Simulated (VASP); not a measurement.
CdIn2O4: dielectric tensor with PBE

The system is CdIn2O4.

```
Cd In O
1.0
     0.00000    4.60293    4.60293
     4.60293    0.00000    4.60293
     4.60293    4.60293    0.00000
Cd In O
2 4 8
Direct
  0.00000 0.00000 0.00000
  0.25000 0.25000 0.25000
  0.62500 0.62500 0.62500
  0.12500 0.62500 0.62500
  0.62500 0.62500 0.12500
  0.62500 0.12500 0.62500
  0.86209 0.86209 0.86209
  0.83626 0.38791 0.38791
  0.86209 0.86209 0.41374
  0.38791 0.83626 0.38791
  0.41374 0.86209 0.86209
  0.38791 0.38791 0.38791
  0.86209 0.41374 0.86209
  0.38791 0.38791 0.83626
```

- Program: VASP 6.6.1
- Task: dielectric tensor
- Functional: PBE
- Potentials or basis: VASP PAW PBE potentials, release 64 (Cd, In_d, O)
- Cutoff: 520 eV
- k mesh: 6 × 6 × 6
- Occupations: gaussian, width 0.03 eV
- Spin: no spin polarisation
- Monkhorst-Pack mesh: yes
- Further INCAR settings: ALGO = Normal; EDIFF = 1e-08

```json
{
  "Electronic dielectric tensor (diagonal)": "4.86",
  "Born charges (mean of the diagonal)": "Cd +2.47; In +3.07; O -2.15 e"
}
```

Levels at points of the mesh, in eV from the valence-band top:
```tsv
k point	band 60	band 61	band 62	band 63	band 64	band 65
(0.08, 0.08, 0.08)	-0.11	-0.07	-0.07	1.25	5.10	5.76
```

Electronic dielectric tensor:
```
4.86 0.00 0.00
0.00 4.86 0.00
0.00 0.00 4.86
```

Born effective charge tensors (e):
atom 1, Cd
```
2.47 0.00 0.00
0.00 2.47 0.00
0.00 0.00 2.47
```
atom 2, Cd
```
2.47 0.00 0.00
0.00 2.47 0.00
0.00 0.00 2.47
```
atom 3, In
```
3.07 0.31 0.31
0.31 3.07 0.31
0.31 0.31 3.07
```
atom 4, In
```
 3.07 -0.31 -0.31
-0.31  3.07  0.31
-0.31  0.31  3.07
```
atom 5, In
```
 3.07  0.31 -0.31
 0.31  3.07 -0.31
-0.31 -0.31  3.07
```
atom 6, In
```
 3.07 -0.31  0.31
-0.31  3.07 -0.31
 0.31 -0.31  3.07
```
atom 7, O
```
-2.15 -0.15 -0.15
-0.15 -2.15 -0.15
-0.15 -0.15 -2.15
```
atom 8, O
```
-2.15  0.15  0.15
 0.15 -2.15 -0.15
 0.15 -0.15 -2.15
```
atom 9, O
```
-2.15 -0.15  0.15
-0.15 -2.15  0.15
 0.15  0.15 -2.15
```
atom 10, O
```
-2.15  0.15 -0.15
 0.15 -2.15  0.15
-0.15  0.15 -2.15
```
atom 11, O
```
-2.15  0.15  0.15
 0.15 -2.15 -0.15
 0.15 -0.15 -2.15
```
atom 12, O
```
-2.15 -0.15 -0.15
-0.15 -2.15 -0.15
-0.15 -0.15 -2.15
```
atom 13, O
```
-2.15  0.15 -0.15
 0.15 -2.15  0.15
-0.15  0.15 -2.15
```
atom 14, O
```
-2.15 -0.15  0.15
-0.15 -2.15  0.15
 0.15  0.15 -2.15
```

It took 23 min on 4 MPI ranks on Intel(R) Xeon(R) 6975P-C (Granite Rapids), on a shared host, peak memory 1.9 GiB a rank.
